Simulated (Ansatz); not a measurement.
# Pressure against volume: Si2W

```yaml
crystal:
  lattice:
    - [-1.60600, 1.60600, 3.94000]
    - [1.60600, -1.60600, 3.94000]
    - [1.60600, 1.60600, -3.94000]
  atoms:
    - { symbol: Si, position: [0.33300, 0.33300, 0.00000] }
    - { symbol: Si, position: [0.66700, 0.66700, 0.00000] }
    - { symbol: W, position: [0.00000, 0.00000, 0.00000] }
```

The cell is COD entry 1010283, as deposited and not checked against the literature; nothing was relaxed. It differs from other determinations.

Spin–orbit coupling is left out, though it moves levels of the heavy atoms by tenths of an eV or more.

Levels of theory: DFT, PBE, all-electron LAPW, scalar-relativistic (Ansatz 0.2.0); DFT, PBE, PAW with Ansatz's default frozen-core files, scalar-relativistic (Ansatz 0.2.0).

For LAPW: a Γ-centred 11×11×14 k mesh, Fermi–Dirac smearing of 0.05 eV, basis error target 1 meV/atom, no spin polarisation; this mesh doesn't keep the crystal's whole symmetry, which leaves small spurious terms. PAW takes a cutoff of 420 eV at this cell. The Ansatz runs share mesh, smearing and spin set-up. Plane-wave (PAW) pressures include the program's estimate of the Pulay term.

The cell above is scaled evenly, with fractional coordinates and shape held.

```
V/V(cell)  V (Å³/atom)  P, LAPW (GPa)  P, PAW (GPa)
   0.9400       12.737          17.78         17.86
   0.9600       13.008          11.82         11.88
   0.9800       13.279           6.46          6.50
   0.9900       13.414           4.00          4.02
   1.0000       13.550           1.66          1.67
   1.0100       13.685          -0.56         -0.55
   1.0200       13.821          -2.66         -2.66
   1.0400       14.092              ?             ?
   1.0600       14.363         -10.02        -10.04
```

Question: Fill in the row V/V(cell) = 1.0400.

Answer: P, LAPW (GPa) = -6.54, P, PAW (GPa) = -6.55.

Question: What do Birch–Murnaghan fits to the pressures give?

Answer: LAPW: V0 = 13.65 Å³/atom, B0 = 220 GPa, B0′ = 4.4; PAW: V0 = 13.65 Å³/atom, B0 = 221 GPa, B0′ = 4.4.

PAW's V0 lies 0.00 % from the all-electron value and its B0 0.4 %. With shape and internal coordinates held, B0 is an upper bound to the relaxed modulus.
